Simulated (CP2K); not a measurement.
Runs of CP2K 2026.2 on GaAs. The structure is cubic, space group Fm-3m (No. 225). The conventional cell has a = 5.392 Å, b = 5.392 Å, c = 5.392 Å, α = 90.00°, β = 90.00°, γ = 90.00°. Ga (site symmetry m-3m) is surrounded by 6 As at 2.70 Å. Around As (site symmetry m-3m) lie 6 Ga at 2.70 Å. The cell was built by a generator and needn't be a form met in nature.

```csv
task,level,points a segment of the path (NPOINTS),bands added on the path,gap on the mesh (eV),pressure (GPa)
band structure,PBEsol,10,6,none,(a)
single point,HLE16,-,-,none,-13.7
band structure,MS2,10,6,none,-1.4
single point,RPBE,-,-,none,(b)
single point,PW91,-,-,none,1.0
```

Alike in all rows: potentials or basis POTENTIAL_UZH Ga GTH-PBE-q13, As GTH-PBE-q5; TZVP-MOLOPT-PBE-GTH basis; no spin polarisation; cell as given; k mesh 9 × 9 × 9; smearing fermi-dirac 0.05 eV.

Problem. Fill in the values left out.

Solution. (a) -2.1; (b) 1.9.

Caveats: the potentials were made for another functional, which shifts forces and pressure; the basis of atomic orbitals isn't converged, which shifts pressures, moduli and gaps; the potentials were made for a functional far from this one (some runs).

A k mesh can miss the band edges, and the runs leave out spin-orbit coupling on As, Ga.

A gap of «none» marks a metal or a gap under the smearing width.

Runs at the PBE level aren't shown here.
